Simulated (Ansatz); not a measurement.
# G0W0 on several functionals: Boron (R-3m, 12 atoms a cell)

Aim: G0W0 for Boron (R-3m, 12 atoms a cell) on several starting functionals, at one mesh, band count and screening cutoff.

Program: Ansatz 0.2.0. Level of theory: G0W0 on several functionals, plane waves, PAW. Results are calculated unless marked as measured.

This is a report of a sequence of runs, with most program output left out.

In doubt: masses and optical values from hybrid runs of this build are listed as unsure (steps 3, 4), which bears on the screening that GW takes from such a start.

## 1. Starting point

It takes space group R-3m (No. 166, trigonal). Conventional cell: a = 4.918 Å, b = 4.918 Å, c = 12.581 Å, α = 90.00°, β = 90.00°, γ = 120.00°. Nearest to B lie 6 B at 1.67 to 1.81 Å. B has 5 B at 1.79 to 1.81 Å nearest.

The cell and positions come from the Crystallography Open Database and are kept as given unless a step says otherwise. The default PAW set here is soft_2. Its files were made with PBE.

## 2. G0W0 on PBE

G0W0 replaces the xc potential by the self-energy, built once from these orbitals. Only a window of levels is corrected, while the sums run over the empty bands that the input names.

This step: G0W0 on PBE, plane waves, PAW.

File input.yaml:

```yaml
crystal:
  lattice:
    - [2.45895, 1.4196754444, 4.1935]
    - [-2.45895, 1.4196754444, 4.1935]
    - [0.0, -2.8393508888, 4.1935]
  atoms:
    - { symbol: B, position: [0.01019, 0.65361, 0.01019] }
    - { symbol: B, position: [0.01019, 0.01019, 0.65361] }
    - { symbol: B, position: [0.65361, 0.01019, 0.01019] }
    - { symbol: B, position: [0.98981, 0.34639, 0.98981] }
    - { symbol: B, position: [0.34639, 0.98981, 0.98981] }
    - { symbol: B, position: [0.98981, 0.98981, 0.34639] }
    - { symbol: B, position: [0.22118, 0.6306, 0.22118] }
    - { symbol: B, position: [0.22118, 0.22118, 0.6306] }
    - { symbol: B, position: [0.6306, 0.22118, 0.22118] }
    - { symbol: B, position: [0.77882, 0.3694, 0.77882] }
    - { symbol: B, position: [0.3694, 0.77882, 0.77882] }
    - { symbol: B, position: [0.77882, 0.77882, 0.3694] }
kpoints:
  mp_grid: { grid: [4, 4, 4] }
hamiltonian:
  xc: pbe
scf:
  occupations: { method: fixed }
gw:
  n_empty_bands: 366
  ecut_chi: 150.0
  qp_bands: [v4, c4]
  qp_kpoints: band_edges
  screening: { model: contour_deformation }
```

Launch:

```
$ ansatz run input.yaml --threads 3 --pin off --max-ram 64512MiB --backend cuda --events-out ev --progress --plain --runs-dir out --devices 1 --max-vram 24GiB  # rebuilt from the run's record
```

Wall time 19 s (1 × NVIDIA H100 80GB HBM3 (shared by 3 runs) with 3 threads of AMD EPYC 7R13 (Zen 3), shared host); peak memory 1.6 GiB; 28 s of CPU time.

Numbers from this step:

```yaml
bands_summed: 384
rpa_eps_infinity_on_this_mesh_eigenvalues: 7.439, 10.32, 10.32
plane_waves_in_the_screening_matrix: 345
q_points_in_the_mesh: 64
g0w0_gap_on_the_mesh: 1.915 eV
k_of_the_valence_top: -0.5, -0.5, -0.5
k_of_the_conduction_bottom: 0, 0, 0
starting_gap_on_the_mesh: 1.446 eV
z_at_the_valence_top: 0.7927
z_at_the_conduction_bottom: 0.8049
least_direct_g0w0_gap_on_the_computed_points: 2.293 eV
```

The gap on the mesh goes from 1.45 eV to 1.92 eV, a correction of +0.47 eV, though a band edge has moved to another state.

## 3. G0W0 on HSE06

One-shot GW remembers its start. Another functional's orbitals and levels show by how much.

This step: G0W0 on HSE06, plane waves, PAW.

Changes to input.yaml since step 2:

```diff
@@ -21,3 +21,3 @@
 hamiltonian:
-  xc: pbe
+  xc: hse06
 scf:
```

It took 35 s on 1 × NVIDIA H100 80GB HBM3 (shared by 3 runs) with 3 threads; peak memory 1.8 GiB; 53 s of CPU time.

This step gave:

```
bands summed                                 : 384
RPA ε∞ on this mesh (eigenvalues)            : 6.248, 8.267, 8.267
plane waves in the screening matrix          : 345
q-points in the mesh                         : 64
G0W0 gap on the mesh                         : 2.133 eV
k of the valence top                         : -0.5, -0.5, -0.5
k of the conduction bottom                   : 0, 0, 0
starting gap on the mesh                     : 2.011 eV
Z at the valence top                         : 0.8142
Z at the conduction bottom                   : 0.8257
least direct G0W0 gap on the computed points : 2.517 eV
```

Against the run with 4×4×4 mesh, 366 empty bands, screening to 150 eV on PBE, the gap moves by +0.22 eV, while the start moved by +0.57 eV.

## 4. G0W0 on PBE0

This step: G0W0 on PBE0, plane waves, PAW.

Changes to input.yaml since step 3:

```diff
@@ -21,3 +21,3 @@
 hamiltonian:
-  xc: hse06
+  xc: pbe0
 scf:
```

It took 39 s on 1 × NVIDIA H100 80GB HBM3 (shared by 3 runs) with 3 threads; peak memory 1.7 GiB; 58 s of CPU time.

Numbers from this step:

```
bands summed                                 : 384
RPA ε∞ on this mesh (eigenvalues)            : 5.773, 7.465, 7.465
plane waves in the screening matrix          : 345
G0W0 gap on the mesh                         : 2.249 eV
k of the valence top                         : -0.5, -0.5, -0.5
k of the conduction bottom                   : 0, 0, 0
starting gap on the mesh                     : 2.676 eV
least direct G0W0 gap on the computed points : 2.639 eV
```

Against the run with 4×4×4 mesh, 366 empty bands, screening to 150 eV on HSE06, the gap moves by +0.12 eV, while the start moved by +0.67 eV.

## 5. The starts together

All on the 4×4×4 mesh with 366 empty bands and screening to 150 eV. Times are wall times on 1 × NVIDIA H100 80GB HBM3 (shared by 3 runs) with 3 threads of AMD EPYC 7R13 (Zen 3), shared host, good to a factor of about two.

| start | starting gap (eV) | shift (eV) | G0W0 gap (eV) | RPA ε∞ (harmonic mean) | Z (valence, conduction) | time |
| --- | --- | --- | --- | --- | --- | --- |
| PBE | 1.45 | +0.47 | 1.92 | 9.14 | 0.79, 0.80 | 19 s |
| HSE06 | 2.01 | +0.12 | 2.13 | 7.46 | 0.81, 0.83 | 35 s |
| PBE0 | 2.68 | −0.43 | 2.25 | 6.80 | 0.82, 0.83 | 39 s |

How the two edges are built up, in eV (the quasiparticle level is the starting level plus Σx plus Σc less Vxc):

| run | edge | start | Σx | Σc | Vxc | Z | QP |
| --- | --- | --- | --- | --- | --- | --- | --- |
| PBE | valence top | 8.97 | -15.36 | 0.71 | -14.32 | 0.79 | 8.64 |
| PBE | conduction bottom | 10.47 | -8.16 | -3.70 | -11.95 | 0.80 | 10.56 |
| HSE06 | valence top | 8.66 | -15.44 | 0.73 | -14.57 | 0.81 | 8.52 |
| HSE06 | conduction bottom | 10.67 | -7.89 | -3.63 | -11.50 | 0.83 | 10.65 |
| PBE0 | valence top | 8.32 | -15.46 | 0.69 | -14.91 | 0.82 | 8.46 |
| PBE0 | conduction bottom | 11.00 | -7.83 | -3.58 | -11.13 | 0.83 | 10.71 |

For a hybrid start, Vxc holds its share of exact exchange. Where G0W0 reorders the edges (PBE), the two states listed lie further apart at the start than the starting gap.

## 6. Results

| Property | Result |
| --- | --- |
| G0W0@PBE | 1.92 eV (start 1.45 eV) |
| G0W0@HSE06 | 2.13 eV (start 2.01 eV) |
| G0W0@PBE0 | 2.25 eV (start 2.68 eV) |
| known limits | not at the basis limit |

In words: The starting gaps span 1.23 eV and the G0W0 gaps 0.33 eV. Between PBE and PBE0, 0.33 eV of the 1.23 eV survives, 27 %. PBE0 screens less than PBE (ε∞ 6.80 against 9.14). Of the 0.33 eV by which its G0W0 gap is higher, the correlation part gives +0.14 eV, and exchange with the one-particle terms, which follow the orbitals, +0.20 eV. On PBE0 the correction is negative: that start lies above its own G0W0 value. The smallest correction, +0.12 eV, is on HSE06, the start nearest to reproducing itself. Bands and cutoff are finite, so the gap is not at the basis limit. The miss can reach some tenths of an eV and take either sign; the mesh is an error of its own. The program warns that the mesh is coarse for exact exchange, which bears on the hybrid start's gap.

[Paths, hosts, dates, memory and timing lines, banners, echoed tables and standing remarks are left out of the program output.]

[Logs are printed without paths, hosts, clocks, repeated set-up lines and the standing remarks that a program may print on its own settings, such as how far it seeks lower states.]

[Runs of the session that timed out or met a known fault of the program may be left out.]

[Cells called generated may have been cut or substituted from an entry of the Crystallography Open Database or the Materials Project.]

[Hosts, paths, dates, database ids (printed as entryN), source tags and the programs' standing remarks are cut or masked in the printed files.]
